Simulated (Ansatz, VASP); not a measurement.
# One calculation of NaF, two programs

```
Na F
1.0
     0.90844    2.85509    2.85509
     2.85509    0.90844    2.85509
     2.85509    2.85509    0.90844
Na F
1 1
Direct
  0.00000 0.00000 0.00000
  0.50000 0.50000 0.50000
```

Alike in both runs: task single point; functional LDA; k mesh 4 × 4 × 4; occupations gaussian, width 0.05 eV; no spin polarisation.

|  | VASP | Ansatz |
| --- | --- | --- |
| version | VASP 6.6.1 | Ansatz 0.2.0 |
| potentials or method | VASP PAW LDA potentials, release 64 (Na_pv, F) | scalar-relativistic, plane waves, PAW |
| plane-wave cutoff (eV) | 520 | 420 |
| valence electrons in the cell | 14 | 16 |

```tsv
	VASP	Ansatz	Ansatz less VASP
gap on the k mesh at the Fermi level (eV)	2.29	2.32	+0.029
least direct gap on the mesh (eV)	2.29	2.32	+0.029
pressure (GPa)	-5.4	-5.3	+0.12
largest component of the traceless stress (GPa)	20.55	20.56	+0.009
```

The two sets of potentials don't hold the same shells in valence.

Caveats: the k mesh is coarse (spacing up to 0.67 Å⁻¹), so the values aren't converged. As with any semilocal functional, this LDA gap is likely too small.
